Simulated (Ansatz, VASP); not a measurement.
## Ag in VASP and in Ansatz

File INCAR:

```
SYSTEM = Ag
  PREC = Accurate
  ENCUT = 520
  EDIFF = 1E-6
  ISMEAR = -1
  SIGMA = 0.1
  LREAL = .FALSE.
  LASPH = .TRUE.
  NELM = 80
  ALGO = Normal
  ISIF = 2
  LWAVE = .FALSE.
  LCHARG = .FALSE.
  GGA = B5
  ALDAX = 1.0
  AGGAX = 1.0
  AGGAC = 1.0
  ALDAC = 0.0
  NBANDS = 12
```

File KPOINTS:

```
Automatic mesh
0
G
  15 15 15
  0 0 0
```

POSCAR

```
Ag
1.0
   -1.7609114622      1.7609114622      1.7609114622
    1.7609114622     -1.7609114622      1.7609114622
    1.7609114622      1.7609114622     -1.7609114622
Ag
1
Direct
    0.0000000000      0.0000000000      0.0000000000
```

Input for Ansatz:

```yaml
crystal:
  lattice:
    - [-1.7609114622, 1.7609114622, 1.7609114622]
    - [1.7609114622, -1.7609114622, 1.7609114622]
    - [1.7609114622, 1.7609114622, -1.7609114622]
  atoms:
    - { symbol: Ag, position: [0.0, 0.0, 0.0] }
hamiltonian:
  xc: blyp
  pseudopotentials:
    kind: paw
    azcp:
      Ag: "pseudopotentials/Ag.paw.azcp"
basis:
  ecutwfc: 420
  fft_grid_basis: typed
kpoints:
  mp_grid: { grid: [15, 15, 15], shift: [0, 0, 0] }
magnetization:
  spin_polarized: false
scf:
  occupations: { method: fermi_dirac, width: 0.1 }
  lower_state_search: "off"
output:
  stress: true
```

Alike in both runs: task single point; functional BLYP; k mesh 15 × 15 × 15; occupations fermi-dirac, width 0.1 eV; no spin polarisation.

```csv
,VASP,Ansatz
version,VASP 6.6.1,Ansatz 0.2.0
potentials or method,"VASP PAW PBE potentials, release 64 (Ag)","plane waves (420 eV) with PAW, scalar-relativistic"
plane-wave cutoff (eV),520,420
valence electrons in the cell,11,19
```

|  | VASP | Ansatz | Ansatz less VASP |
| --- | --- | --- | --- |
| pressure (GPa) | -5.6 | -5.6 | -0.07 |

The two sets of potentials don't hold the same shells in valence.

Caveats: the PAW data sets were made with another functional, which shifts forces and pressure a little (VASP).
